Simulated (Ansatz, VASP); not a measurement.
**One calculation of Al3Au, two programs**

```
Al Au
1.0
    -2.00757    2.00757    4.14272
     2.00757   -2.00757    4.14272
     2.00757    2.00757   -4.14272
Al Au
3 1
Cartesian
  0.0000 2.0076 2.0714
  2.0076 0.0000 2.0714
  0.0000 0.0000 4.1427
  0.0000 0.0000 0.0000
```

Alike in both runs: task single point; functional PBE; k mesh 14 × 14 × 14; occupations gaussian, width 0.1 eV; no spin polarisation.

```csv
,VASP,Ansatz
version,VASP 6.6.1,Ansatz 0.2.0
potentials or method,"VASP PAW PBE potentials, release 64 (Al, Au)","scalar-relativistic, plane waves, PAW"
plane-wave cutoff (eV),520,420
valence electrons in the cell,20,28
```

```tsv
	VASP	Ansatz	Ansatz less VASP
gap on the k mesh at the Fermi level (eV)	none	none	-
pressure (GPa)	0.0	0.1	+0.15
largest component of the traceless stress (GPa)	2.21	2.23	+0.020
```

A gap of «none» marks a metal or a gap that the smearing closes. The two sets of potentials don't hold the same shells in valence.

Spin-orbit coupling is left out, which matters for the levels of Au.
